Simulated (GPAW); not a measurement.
# SiC (Moissanite) (P6_3mc) in GPAW: further runs

Aim: see how the results for SiC (Moissanite) move with the level of theory and the settings. Levels: PBE, OLYP+D4, r2SCAN. Tasks: single point, relaxation of cell and atoms.

Everything below comes from runs of GPAW 26.7.0. Logs are shortened: lines on timing, memory, paths and dates and some standing lists are left out, and cuts for length are marked. The log counts tension as positive stress, the text compression.

### Step 1. The structure

The structure is hexagonal, space group P6_3mc (No. 186). The conventional cell has a = 3.076 Å, b = 3.076 Å, c = 5.048 Å, α = 90.00°, β = 90.00°, γ = 120.00°. Si (site symmetry 3m) has 4 C at 1.87 to 1.94 Å as nearest neighbours. C (site symmetry 3m) is surrounded by 4 Si at 1.87 to 1.94 Å.

### Step 2. Single point, PBE

The input, run.py:

```python
from ase.dft.bandgap import bandgap
from ase.io import read, write
from ase.units import GPa
from gpaw import GPAW, PW

atoms = read('POSCAR')

calc = GPAW(mode=PW(500),
            xc='PBE',
            kpts={'size': (7, 7, 4), 'gamma': True},
            occupations={'name': 'fermi-dirac', 'width': 0.05},
            nbands=18,
            convergence={'density': 1e-05, 'energy': 1e-05},
            maxiter=100,
            txt='gpaw.txt')
atoms.calc = calc
energy = atoms.get_potential_energy()
forces = atoms.get_forces()
stress = atoms.get_stress()
calc.write('gs.gpw')
write('result.traj', atoms)
print(f'Energy: {energy:.6f} eV')
print('Forces (eV/A):')
print(forces.round(4))
print('Stress (GPa):', (stress / GPa).round(3))
print('Fermi level:', round(calc.get_fermi_level(), 4), 'eV')
print(f'Gap: {bandgap(calc)[0]:.4f} eV, direct: {bandgap(calc, direct=True)[0]:.4f} eV')
```

The input, POSCAR:

```
SiC
1.0
    3.0760000000      0.0000000000      0.0000000000
   -1.5380000000      2.6638941420      0.0000000000
    0.0000000000      0.0000000000      5.0480000000
Si C
2 2
Direct
    0.6666666667      0.3333333333      0.5000000000
    0.3333333333      0.6666666667      0.0000000000
    0.6666666667      0.3333333333      0.8850000000
    0.3333333333      0.6666666667      0.3850000000
```

Potentials or basis: GPAW PAW data sets (gpaw-data 1.2.1), pw.

Command:

```console
OMP_NUM_THREADS=1 python run.py
```

gpaw.txt:

```text
__  _  _
 | _ |_)|_||  |
 |__||  | ||/\| - 26.7.0

Input parameters:
  mode=PW(ecut=500.0),
  convergence={'density': 1e-05, 'energy': 1e-05},
  kpts=MonkhorstPack(size=(7, 7, 4), gamma=True),
  maxiter=100,
  nbands=18,
  occupations=Occupations(name='fermi-dirac', width=0.05),
  xc=XC(name='PBE')

Diagonalizing LCAO Hamiltonian
Converting LCAO to pw mode

           C

           Si
        C

        Si

Atoms  # Å, Bohr magnetons
|   | symbol |         x |        y |        z |    initial magnetic moments |
|---|--------|-----------|----------|----------|-----------------------------|
| 0 |     Si |  1.538000 | 0.887965 | 2.524000 | ( 0.0000,  0.0000,  0.0000) |
| 1 |     Si | -0.000000 | 1.775929 | 0.000000 | ( 0.0000,  0.0000,  0.0000) |
| 2 |      C |  1.538000 | 0.887965 | 4.467480 | ( 0.0000,  0.0000,  0.0000) |
| 3 |      C | -0.000000 | 1.775929 | 1.943480 | ( 0.0000,  0.0000,  0.0000) |

Unit cell  # Å
| periodic |         x |        y |        z |  lengths |     angles |
|----------|-----------|----------|----------|----------|------------|
|      yes |  3.076000 | 0.000000 | 0.000000 | 3.076000 |  90.000000 |
|      yes | -1.538000 | 2.663894 | 0.000000 | 3.076000 |  90.000000 |
|      yes |  0.000000 | 0.000000 | 5.048000 | 5.048000 | 120.000000 |

Number of symmetries: 6
Symmetry operations  # r_c * U_cc + t_c -> r_c
|   | kind |            matrix            |
|---|------|------------------------------|
| 0 |  σ   |  1, 1, 0,  0,-1, 0,  0, 0, 1 |
| 1 |  E   |  1, 0, 0,  0, 1, 0,  0, 0, 1 |
| 2 |  C3  |  0, 1, 0, -1,-1, 0,  0, 0, 1 |
| 3 |  σ   |  0,-1, 0, -1, 0, 0,  0, 0, 1 |
| 4 |  σ   | -1, 0, 0,  1, 1, 0,  0, 0, 1 |
| 5 |  C3  | -1,-1, 0,  1, 0, 0,  0, 0, 1 |

BZ-sampling:
  Number of BZ points: 196
  Number of IBZ points: 28

  Monkhorst-Pack size: [7, 7, 4]
  Monkhorst-Pack shift: [0.0, 0.0, 0.125]

K-points  # in reciprocal-cell coordinates
|     |                                coordinates |     weight |
|-----|--------------------------------------------|------------|
|   0 | (  0.00000000,   0.00000000,   0.00000000) | 0.00510204 |
|   1 | (  0.00000000,   0.00000000,   0.25000000) | 0.01020408 |
|   2 | (  0.00000000,   0.00000000,   0.50000000) | 0.00510204 |
|   3 | (  0.14285714,   0.00000000,  -0.25000000) | 0.03061224 |
|   4 | (  0.14285714,   0.00000000,   0.00000000) | 0.03061224 |
|   5 | (  0.14285714,   0.00000000,   0.25000000) | 0.03061224 |
|   6 | (  0.14285714,   0.00000000,   0.50000000) | 0.03061224 |
|   7 | (  0.28571429,  -0.14285714,   0.00000000) | 0.03061224 |
|   8 | (  0.28571429,  -0.14285714,   0.25000000) | 0.06122449 |
|   9 | (  0.28571429,  -0.14285714,   0.50000000) | 0.03061224 |
| ... |                                            |            |
|  27 | (  0.42857143,   0.42857143,   0.50000000) | 0.03061224 |

Plane wave coefficients: 1099
Cutoff: 500.0 eV

Spin-components: 1 (collinear spins)
Bands:           18
Projectors:      20
Spin-degeneracy: 2
Datatype:        complex128

Parallelization:
  kpt:    1
  domain: 1
  band:   1

Density:
  Valence electrons: 16.0
  Components: 1
  Grid points: [16 16 27]
  Charge: 0.0  # |e|

Potential:
  Grid points: [16 16 27]

species:
  Si:
    name:    Silicon
    Z:       14.0
    valence: 4
    core:    10
    charge:  0.0  # [|e|]
    compensation charges:
      type: gauss
      rc: 0.33  # [Å]
      lmax: 2
    cutoffs:
      filter: 1.86  # [Å]
      core: 2.06  # [Å]
    projectors
    | kind |    occ | energy [eV] | rcut [Å] |
    |------|--------|-------------|----------|
    |   3s |  2.000 |     -10.812 |    1.058 |
    |   3p |  2.000 |      -4.081 |    1.058 |
    |    s |        |      16.399 |    1.058 |
    |    p |        |      23.130 |    1.058 |
    |    d |        |       0.000 |    1.058 |

    Using partial waves for Si as LCAO basis

  C:
    name:    Carbon
    Z:       6.0
    valence: 4
    core:    2
    charge:  0.0  # [|e|]
    compensation charges:
      type: gauss
      rc: 0.20  # [Å]
      lmax: 2
    cutoffs:
      filter: 1.14  # [Å]
      core: 1.14  # [Å]
    projectors
    | kind |    occ | energy [eV] | rcut [Å] |
    |------|--------|-------------|----------|
    |   2s |  2.000 |     -13.751 |    0.635 |
    |   2p |  2.000 |      -5.284 |    0.635 |
    |    s |        |      13.461 |    0.635 |
    |    p |        |      21.927 |    0.635 |
    |    d |        |       0.000 |    0.635 |

    Using partial waves for C as LCAO basis

Reference energy: -17827.944731  # eV

eigensolver:
  PPCG
  Converge bands: occupied
  niter=2

density mixing:
  MSR1-Mixer
  Pratt-step length: 0.05
  Maximum mixing coefficient: 0.75
  Old densities: 10
  SVD Regularization: 0.005
  Good broyden scale: 1.0
  Trust region scale: 1.0
  Backstep threshold: 4.0
  History deletion threshold: 6.0
  Fourier metric: weight=20.0, sigma=0.015

occupation numbers:
  Fermi-Dirac:
    width: 0.0500  # eV

poisson solver:
  ecut: 4000.0  # eV

xc functional:
  name: PBE with 2 nearest neighbor stencil

convergence criteria:
- Maximum integral of absolute [dens]ity change: 1e-05 electrons / valence electron
- Maximum [total energy] change in last 3 cyles: 1e-05 eV / valence electron
- Maximum integral of absolute [eigenst]ate change: 4e-08 eV^2 / valence electron
maximum number of iterations: 100

SCF iterations
|iter     | |      energy | eigst |  dens |
|---------|-|-------------|-------|-------|
|iter:   1| |  -33.140565 | -0.15 |       |
|iter:   2| |  -32.387741 | -2.29 | -0.56 |
|iter:   3| |  -29.862578 | -0.98 | -0.61 |
|iter:   4| |  -29.873151 | -2.85 | -1.31 |
|iter:   5| |  -29.879653 | -3.50 | -1.69 |
|iter:   6| |  -29.879783 | -5.48 | -2.67 |
|iter:   7| |  -29.879792c| -6.70 | -3.28 |
|iter:   8| |  -29.879792c| -8.05c| -4.10 |
|iter:   9| |  -29.879792c| -7.52c| -4.44 |
|iter:  10| |  -29.879792c| -8.60c| -5.25c|

Converged in 10 steps
Energy contributions relative to reference atoms: (reference = -17827.944731)

Energy contributions:
  Kinetic:          32.570854
  Coulomb:         -27.247817
  Zero:             -0.048658
  External:          0.000000
  Xc:              -35.154171
  Entropy:          -0.000000
  Spinorbit:         0.000000
  ----------------------------
  Free energy:     -29.879792
  Extrapolated:    -29.879792

dipole moment: (-0.000007, 0.000001, -8.909711)  # |e|*Ang

Fermi level: 10.077
Eigenvalues  # (at kpt = [0.000, 0.000, 0.000])
| band index |      eig [eV] | occ [0-2] |
|------------|---------------|-----------|
|          0 |        -7.183 |     2.000 |
|          1 |        -3.677 |     2.000 |
|          2 |        -0.151 |     2.000 |
|          3 |         6.993 |     2.000 |
|          4 |         6.993 |     2.000 |
|          5 |         8.277 |     2.000 |
[... 8 lines left out ...]
|         14 |        17.246 |     0.000 |
|         15 |        19.921 |     0.000 |
|        ... |               |           |
|         17 |        19.927 |     0.000 |

Gap: 2.627 eV
Transition (v -> c):
  (s=0, k=0, n=7, [0.00, 0.00, 0.00]) -> (s=0, k=22, n=8, [0.43, 0.29, 0.00])
Direct/indirect transitions are different
Direct gap: 4.129 eV
Transition at: (s=0, k=19, n=7, [0.43, 0.00, 0.00])

Forces  # eV/Ang
|        x |       y |        z |
|----------|---------|----------|
| -0.00000 | 0.00000 |  0.76727 |  # Si   0
|  0.00000 | 0.00000 |  0.76727 |  # Si   1
|  0.00000 | 0.00000 | -0.76675 |  # C    2
| -0.00000 | 0.00000 | -0.76718 |  # C    3

Stress tensor  # eV/Ang^3
|         x |         y |         z |
|-----------|-----------|-----------|
| -0.040673 |  0.000000 |  0.000000 |
|  0.000000 | -0.040673 | -0.000000 |
|  0.000000 | -0.000000 | -0.008427 |

# Writing to gs.gpw (mode='')
```

It took 10 s on 1 thread of Arm Neoverse V1, shared host; peak memory 0.14 GiB.

These settings aren't checked as converged: the numbers below hold their error.

Results:

* Free energy: -29.8798 eV
* Pressure: 4.8 GPa
* Largest force: 0.767 eV/Å
* Band gap on the k mesh: 2.63 eV, indirect (least direct gap 4.13 eV)

Caveat: the cutoff is short for stress and forces, so pressures can be off by a GPa or more; an odd mesh through Γ misses points on the zone boundary, where band edges often lie.

### Step 3. Relaxation of cell and atoms, OLYP+D4, target pressure 5 GPa, at which the enthalpy is minimised

The input, run.py:

```python
from ase import Atoms
from ase.calculators.mixing import SumCalculator
from ase.filters import FrechetCellFilter
from ase.io import write
from ase.optimize import BFGS
from ase.units import GPa
from dftd4.ase import DFTD4
from gpaw import GPAW, PW, setup_paths

setup_paths.insert(0, '.')

atoms = Atoms(['Si', 'Si', 'C', 'C'],
              cell=[[3.076, 0.0, 0.0],
                    [-1.538, 2.663894142, 0.0],
                    [0.0, 0.0, 5.048]],
              scaled_positions=[[0.6666666667, 0.3333333333, 0.5],
                                [0.3333333333, 0.6666666667, 0.0],
                                [0.6666666667, 0.3333333333, 0.885],
                                [0.3333333333, 0.6666666667, 0.385]],
              pbc=True)

calc = GPAW(mode=PW(800),
            xc='GGA_X_OPTX+GGA_C_LYP',
            kpts={'size': (7, 7, 4), 'gamma': True},
            occupations={'name': 'fermi-dirac', 'width': 0.05},
            nbands=18,
            convergence={'density': 1e-05, 'energy': 1e-05},
            eigensolver='davidson',
            maxiter=150,
            txt='gpaw.txt')
atoms.calc = SumCalculator([calc, DFTD4(method='olyp')])
opt = BFGS(FrechetCellFilter(atoms, scalar_pressure=5 * GPa), trajectory='relax.traj', logfile='-')
done = opt.run(fmax=0.01, steps=40)
calc.write('gs.gpw')
write('result.traj', atoms)
print('Converged:', done)
print('Cell:', atoms.cell.cellpar().round(4))
print('Volume:', round(atoms.get_volume(), 4))
print(atoms.get_scaled_positions().round(5))
```

Potentials or basis: PAW data sets generated in the run's folder for this functional, pw.

Command:

```console
gpaw-setup -f GGA_X_OPTX+GGA_C_LYP C Si
OMP_NUM_THREADS=1 python run.py
```

Wall time 2.6 min (1 thread of Arm Neoverse V1, shared host); peak memory 0.3 GiB.

The run converged. Its results:

- Free energy: -31.6424 eV
- Relaxed volume: 9.69 Å³/atom
- Relaxed cell: a = 3.010 Å, b = 3.010 Å, c = 4.938 Å, α = 90.00°, β = 90.00°, γ = 120.00°
- Space group after relaxing (to 0.05 Å): P6_3mc (No. 186)
- Energy change on relaxing (the enthalpy is what falls): -19.6 meV/atom
- Ionic steps: 6
- Pressure after relaxing: 5.0 GPa
- Largest force after relaxing: 0.007 eV/Å
- Band gap on the k mesh: 2.59 eV, indirect (least direct gap 4.25 eV)
- Dispersion energy per atom: -0.975 eV

Forces in eV/Å, atoms in the order of the input:
```
Si   0.000  0.000  0.007
Si   0.000  0.000  0.007
C    0.000  0.000 -0.007
C    0.000  0.000 -0.007
```

Step by step:
```tsv
step	energy change (eV)	largest force (eV/Å)	pressure (GPa)	volume (Å³)
1	0.0000	0.7326	-9.51	41.36
2	-0.0468	0.4283	-7.73	40.95
3	-0.0743	0.6005	0.33	39.50
4	-0.0863	0.2998	0.88	39.39
5	-0.0809	0.0124	4.42	38.84
6	-0.0784	0.0074	4.95	38.76
```

Final structure:
```yaml
crystal:
  lattice:
    - [3.01043, 0.00000, 0.00000]
    - [-1.50522, 2.60711, 0.00000]
    - [0.00000, 0.00000, 4.93847]
  atoms:
    - { symbol: Si, position: [0.66667, 0.33333, 0.50463] }
    - { symbol: Si, position: [0.33333, 0.66667, 0.00463] }
    - { symbol: C, position: [0.66667, 0.33333, 0.88037] }
    - { symbol: C, position: [0.33333, 0.66667, 0.38037] }
```

Levels at points of the mesh, in eV from the valence-band top:
```
           k point  band 5  band 6  band 7  band 8  band 9  band 10  band 11  band 12
(0.00, 0.00, 0.00)   -1.36   -0.11    0.00    0.00    5.40     6.95     7.09     7.09
(0.00, 0.00, 0.50)   -0.74   -0.74   -0.74   -0.74    6.51     6.51     7.74     7.74
```

Caveat: later steps reuse the first step's grids; an odd mesh through Γ misses points on the zone boundary, where band edges often lie.

(Continued in part 2 of 3.)
